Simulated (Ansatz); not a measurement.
# ZrC: a tetragonal deformation path

The task, for ZrC: follow a tetragonal deformation at fixed volume.

Program: Ansatz 0.2.0. Level of theory: DFT PBE, scalar-relativistic, plane waves, PAW. These are calculated values, not measurements.

### 1 The starting structure

Symmetry: Fm-3m, No. 225, cubic system. The conventional cell has a = 4.700 Å, b = 4.700 Å, c = 4.700 Å, α = 90.00°, β = 90.00°, γ = 90.00°. Zr (site symmetry m-3m) has 6 C at 2.35 Å in its first shell of neighbours. C (site symmetry m-3m) has 6 Zr at 2.35 Å in its first shell of neighbours.

Structure file:

```
Zr C
1.0
     0.00000    2.35021    2.35021
     2.35021    0.00000    2.35021
     2.35021    2.35021    0.00000
Zr C
1 1
Direct
  0.50000 0.50000 0.50000
  0.00000 0.00000 0.00000
```

The cell is taken as given, not relaxed at this level.

### 2 Zero of energy

Reference values: F = -4436.4970 eV; pressure 1.20 GPa; largest force 0.000 eV/Å; gap on the mesh none (metal). It was computed beforehand with the settings of the runs below.

### 3 Setting up a tetragonal deformation path

At fixed volume and fractional coordinates, lengths along (0.000, 0.000, 1.000) are scaled against those across it; ρ is that ratio over its starting value.

### 4 Point ρ = 0.707

Input file input.yaml:

```yaml
crystal:
  lattice:
    - [0.0, 2.6381543344, 1.8651751144]
    - [2.6381543344, 0.0, 1.8651751144]
    - [2.6381543344, 2.6381543344, 0.0]
  atoms:
    - { symbol: Zr, position: [0.5, 0.5, 0.5] }
    - { symbol: C, position: [0.0, 0.0, 0.0] }
basis:
  ecutwfc: 420
kpoints:
  mp_grid: { grid: [20, 20, 20] }
hamiltonian:
  xc: pbe
scf:
  occupations: { method: gaussian, width: 0.15 }
output:
  forces: true
  stress: true
  eigenvalues: true
```

Started as:

```
$ ansatz run input.yaml --threads 1 --pin off --max-ram 2560MiB --backend cpu --events-out ev --progress --plain --runs-dir out
```

The session goes on with these runs: At ρ = 1.414; point ρ = 0.850; ρ = 1.200; point ρ = 0.780; point ρ = 1.300; At ρ = 0.920; point ρ = 1.100; At ρ = 0.650; At ρ = 1.500; point ρ = 0.960; ρ = 1.050.

**Question.** What will these runs give? Wanted: highest point.

**Answer**, as computed:

```
     quantity                         value
highest point  2581.4 meV/atom at ρ = 0.650
```

In words: No sampled point lies below the undisturbed cell. No further minimum shows among the sampled points.
